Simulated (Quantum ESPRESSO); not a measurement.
ZrC: phonon spectrum and thermodynamics under several settings

```xyz
2
Lattice="0.0000 2.3650 2.3650 2.3650 0.0000 2.3650 2.3650 2.3650 0.0000" Properties=species:S:1:pos:R:3 pbc="T T T"
Zr    2.3650    2.3650    2.3650
C     0.0000    0.0000    0.0000
```

All runs used Quantum ESPRESSO 7.5; k mesh 8 × 8 × 8; relaxed cell; no spin polarisation; cutoff 1116 eV; occupations cold, width 0.2 eV; q mesh 2 × 2 × 2.

```csv
level,potentials,volume (Å³/atom),highest frequency (cm⁻¹),zero-point energy (meV/atom),entropy at room temperature (k_B/atom)
LDA,PseudoDojo 0.4.1 SR LDA standard,12.51,677,71.4,1.91
PBE,PseudoDojo 0.4.1 SR PBE standard,?,?,?,?
PBEsol,PseudoDojo 0.4.1 SR PBEsol standard,12.73,667,70.2,1.95
```

**Question.** What stands in the row left open?

**Answer.** Volume 13.06 Å³/atom; highest frequency 655 cm⁻¹; zero-point energy 68.2 meV/atom; entropy at room temperature 2.03 k_B/atom.

Caveats: the mesh is thin for the phonons of a metal.

For the row left open. Caveat: the mesh is thin for the phonons of a metal; the q mesh is small, so phonon branches between its points and thermal values are rough.
